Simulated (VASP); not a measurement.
Set up this calculation in VASP 6.6.1, as the native input.

* Task: relaxation of cell and atoms
* Functional: revPBE
* Potentials or basis: VASP PAW PBE potentials, release 64 (Ti_sv, C)
* Cutoff: 600 eV
* k mesh: 10 × 10 × 10
* Occupations: fermi-dirac, width 0.05 eV
* Spin: no spin polarisation
* Further INCAR settings: ALGO = Normal; EDIFF = 1e-06; IBRION = 2; EDIFFG = -0.02; NSW = 40; ISIF = 3

The structure of TiC lies in POSCAR:

```
TiC
1.0
    3.0420900000      0.0000000000      0.0000000000
   -1.5210400000      2.6345200000      0.0000000000
    0.0000000000      0.0000000000      2.6979700000
Ti C
1 1
Direct
    0.0000000000      0.0000000000      0.5000000000
    0.3333300000      0.6666700000      0.0000000000
```

The cell was built by a generator and needn't be a form met in nature.

These files were run (other wordings do the same):

INCAR

```
PREC = Accurate
ENCUT = 600
EDIFF = 1E-6
ISMEAR = -1
SIGMA = 0.05
LREAL = False
LASPH = True
NELM = 60
ALGO = Normal
ISIF = 3
LWAVE = False
LCHARG = False
GGA = RE
IBRION = 2
NSW = 40
EDIFFG = -0.02
```

KPOINTS

```
regular mesh
0
Gamma
  10 10 10
```

Potentials or basis: VASP PAW PBE potentials, release 64 (Ti_sv, C).

Run with:

```console
$ cat potpaw_PBE.64/Ti_sv/POTCAR potpaw_PBE.64/C/POTCAR > POTCAR
$ mpirun -np 1 vasp_std > vasp.out
```

It gave:

The relaxed volume is 10.97 Å³/atom and the relaxed cell is a = 3.060 Å, b = 3.060 Å, c = 2.707 Å, α = 90.00°, β = 90.00°, γ = 120.00°. The space group after relaxing (to 0.05 Å) is P-6m2 (No. 187) and the energy gained by relaxing is 1.6 meV/atom. The ionic steps are 5, the pressure after relaxing is 0.1 GPa and the band gap on the k mesh is none (metal or under the smearing width).

Caveat: the PAW data sets were made with another functional, which shifts forces and pressure a little.

Wall time 86 s on 1 thread of Intel(R) Xeon(R) Platinum 8559C (Emerald Rapids), with other jobs on the host, peak memory 0.19 GiB.
